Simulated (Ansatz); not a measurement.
Crystal: Zn.

```
Zn
1.0
     2.67000    0.00000    0.00000
    -1.33500    2.31229    0.00000
     0.00000    0.00000    4.96600
Zn
2
Direct
  0.66542 0.31974 0.74893
  0.32257 0.68013 0.25107
```

The cell isn't the ideal one: atoms moved at random, drawn with an rms of 0.05 Å.

Below is the output of Ansatz 0.2.0 for this cell. Logs are shortened: lines on timing, memory, paths and dates and some standing lists are left out, and cuts for length are marked.

```text
Warning: RAYON_NUM_THREADS=1 ignored (pool sized by the plan → 1); use --threads N
Engine: ansatz 0.2.0, aarch64-unknown-linux-gnu
Pseudopotentials: kind: paw
Pseudopotential: Zn, paw, valence charge 12, recommended cutoff 420 eV (normal), Zn.paw.azcp
Functional definition: PBE
  parameter kappa = 0.804
  parameter beta = 0.06672455060314922
  exchange = pbe_x(kappa = kappa, mu = beta*pi^2/3)
  correlation = pbe_c(beta = beta)
Crystal: 2 atoms, lattice volume = 30.659 Å³
Basis set: ecut = 420 eV, 623 PW (Γ), exchange–correlation on 36×36×72 points (8 copies of the dense FFT grid, shifted against one another)
Bands: 16, of which v1, the nominal top of the filled ones, is band 12 counted from 1 (11 counted from 0)
Symmetry: 2 space group operations
Space group: P-1 (ITA 2), of the structure as read, at distance tolerance 3.1e-5 Å
k-points: 364 of 726
Non-local potential: Zn, projectors of the file, l = 0: 2, l = 1: 2, l = 2: 3, l = 3: 1
PAW form: soft (Blöchl's): semilocal exchange-correlation on the pseudo side does not see the compensation charge
PAW one-centre angular grid: Zn, 590 points (default); XC on 64 Gauss nodes
Initial density: superposition of atomic densities (neutral atoms: chi_scale 0, normalization atom), corrected by the library's trained network
Initial wavefunctions: pseudopotential atomic-orbital guess
Functional: x = pbe(κ = 0.804, μ = 0.2195149727645171), c = pbe(β = 0.06672455060314922)
SCF iter   1: F=—  HF=-6638.045174 eV  |F-HF|=—  |Δ(HF+E_count)|=         —  Δρ=1.01e-3  dr2=1.55e-4  ethr=1.77e-3  ⟨swp⟩=5.1  Hψ=28803  notcnv=0
preconditioner: auto → none  [metal: Δε(μ)=0.022 eV  Ē_g=13.037 eV  σ=0.050 eV  W_gap=0.11  n_scr=4 (ndim 8)  ℏωp=32.9 eV  f_vac=0.000  D(μ)=0.60/eV (n_scr^D=2)  sad-step TF]
SCF iter   2: F=—  HF=-6638.045328 eV  |F-HF|=—  |Δ(HF+E_count)|=   1.54e-4  Δρ=6.83e-4  dr2=6.46e-5  ethr=6.47e-7  ⟨swp⟩=2.6  Hψ=14148  notcnv=0
SCF iter   3: F=—  HF=-6638.045333 eV  |F-HF|=—  |Δ(HF+E_count)|=   5.30e-6  Δρ=3.07e-4  dr2=1.12e-5  ethr=2.69e-7  ⟨swp⟩=2.0  Hψ=9666  notcnv=0
SCF iter   4: F=—  HF=-6638.045358 eV  |F-HF|=—  |Δ(HF+E_count)|=   2.44e-5  Δρ=9.75e-5  dr2=1.69e-6  ethr=4.67e-8  ⟨swp⟩=2.0  Hψ=9930  notcnv=0
SCF iter   5: F=—  HF=-6638.045357 eV  |F-HF|=—  |Δ(HF+E_count)|=   4.29e-8  Δρ=2.01e-5  dr2=1.39e-7  ethr=7.04e-9  ⟨swp⟩=2.0  Hψ=9996  notcnv=0
SCF iter   6: F=-6638.045357 eV  HF=-6638.045357 eV  |F-HF|=1.02e-8  |Δ(HF+E_count)|=   3.21e-8  Δρ=6.78e-6  dr2=1.48e-8  ethr=4.17e-10  ⟨swp⟩=8.4  Hψ=37945  notcnv=0
SCF 1 converged in 6 iterations: F = -6638.045357 eV  dr2 = 1.48e-8
  greatest PAW one-centre occupation: 0.981 electrons in one spin orbital (limit 2), on the Zn atom at site 1 (counted from 0), in its partial waves of l = 2
SCF converged after 6 iterations
Free energy (F): -6638.045357 eV
Harris-Foulkes:  -6638.045357 eV  (|F-HF|=1.02e-8)
Internal energy: -6638.040631 eV  (E = F + TS)
E sigma→0 (E₀):  -6638.042994 eV
Entropy (-TS):   -0.004726 eV (-2.363 meV/atom)
Fermi energy:    10.802927 eV
--- Per-component energies (eV) ---
  E_band       = 95.197868
  E_kinetic    = 261.809019
  E_local      = -3084.529582  (includes V_loc(G=0)·N_el)
  E_nonlocal   = 1221.069746
  E_hartree    = 1292.723345
  E_xc         = -275.339152
  E_vxc        = -105.112124  (∫ρ·V_xc dr)
  E_paw        = -3649.593697  (= ΣΔE_a)
  E_vpaw       = -783.479358  (= ΣTr[D̂ρ^β])
  E_aug_tail   = -0.000753  (compensation charges beyond the density's cutoff)
  E_ewald      = -2404.179558
  E_smearing   = -0.004726  (= −TS)
  E_closure    = -0.000000  (closes the sum)
  Σ components = -6638.045357   (vs F -6638.045357, Δ=0.00e0)
--- Forces (eV/Å), atoms counted from 1 ---
  atom   1  Zn    -0.02739990     0.03216058     0.02364012
  atom   2  Zn     0.02739990    -0.03216058    -0.02364012
  max |Σ_I F_I| component: 0.00e0 eV/Å
--- Stress (GPa, compression-positive) ---
       -0.317489      -0.056465      -0.010527
       -0.056465      -0.429966       0.012400
       -0.010527       0.012400      -1.154086
  P = ⅓ Tr σ = -0.6338 GPa (-6.338 kbar)
--- Band table (eV; the first three rows and the last of 364) ---
  k-point 0: bands = ["0.5887", "2.3751", "3.0592", "3.2924", "3.3030", "3.3417", "3.3518", "3.6464", "3.6922", "3.8487", "3.8926", "7.3223", "7.8713", "24.3313", "27.8912", "28.0786"]
  k-point 1: bands = ["0.7544", "2.3566", "3.0640", "3.2917", "3.3000", "3.3346", "3.3444", "3.6674", "3.7083", "3.8428", "3.8794", "5.6489", "9.9103", "21.9636", "28.2545", "28.5180"]
  k-point 2: bands = ["1.2241", "2.2464", "3.1084", "3.2945", "3.2971", "3.3183", "3.3264", "3.7201", "3.7465", "3.8239", "3.8414", "4.1774", "12.5254", "18.6301", "28.7623", "28.9464"]
  k-point 363: bands = ["2.6768", "2.7159", "2.9283", "3.1578", "3.4160", "3.5180", "3.7153", "3.8004", "3.8937", "3.9985", "6.4041", "10.2555", "12.1192", "14.5597", "16.3156", "19.3207"]
```

Write the input and the command behind it.

Single point with PBE, no spin polarisation. The files as run (others can give the same):

input.yaml
```yaml
crystal:
  lattice:
    - [2.67, 0.0, 0.0]
    - [-1.335, 2.3122878281, 0.0]
    - [0.0, 0.0, 4.966]
  atoms:
    - { symbol: Zn, position: [0.665417, 0.319743, 0.748931] }
    - { symbol: Zn, position: [0.32257, 0.680131, 0.251075] }
hamiltonian:
  xc: pbe
  pseudopotentials: { kind: paw }
kpoints:
  mp_grid: { grid: [11, 11, 6] }
scf:
  occupations: { method: fermi_dirac, width: 0.05 }
output:
  forces: true
  stress: true
  eigenvalues: true
  write_density: true
  write_potential: true
  elf: true
  volumetric_format: npy
```

Potentials or basis: Ansatz PAW.
Command:
```console
$ ansatz run input.yaml --threads 1 --pin off --max-ram 2560MiB --backend cpu --events-out ev --progress --plain --runs-dir out
```
